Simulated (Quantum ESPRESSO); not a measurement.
Ru:

```
CELL_PARAMETERS angstrom
2.70580 0.00000 0.00000
-1.35290 2.34329 0.00000
0.00000 0.00000 4.28190
ATOMIC_POSITIONS crystal
Ru 0.66667 0.33333 0.75000
Ru 0.33333 0.66667 0.25000
```

| Quantity | Value |
| --- | --- |
| Program | Quantum ESPRESSO 7.5 |
| Task | phonons |
| Functional | vdW-DF-cx |
| Potentials or basis | PseudoDojo 0.4.1 SR PBE standard |
| Cutoff | 1143 eV |
| Density cutoff | 4572 eV |
| k mesh | 9 × 9 × 5 |
| Occupations | gaussian, width 0.272 eV |
| Spin | no spin polarisation |
| Mixing beta | 0.5 |
| Most SCF iterations | 120 |
| SCF threshold | 4e-10 Ry |

The cell and the atoms were relaxed first, to 13.41 Å³/atom (a = 2.696 Å, b = 2.696 Å, c = 4.258 Å, α = 90.00°, β = 90.00°, γ = 120.00°), and the response was taken there.

Task: Which optical modes does the crystal have at the zone centre, and which show in infrared and Raman spectra?

Result: The optical modes are E2g + B1g. None is infrared active. Raman active: E2g.

Optical modes at Γ, degenerate ones joined:
```csv
cm⁻¹,components,symmetry,active in
201,2,E2g,Raman
270,1,B1g,silent
```

Caveat: the mesh is thin for the phonons of a metal; the potentials were made for another functional, which shifts forces and pressure; before the sum rule the acoustic modes lie tens of cm⁻¹ from zero, a sign that the density grid also shifts the optical modes.
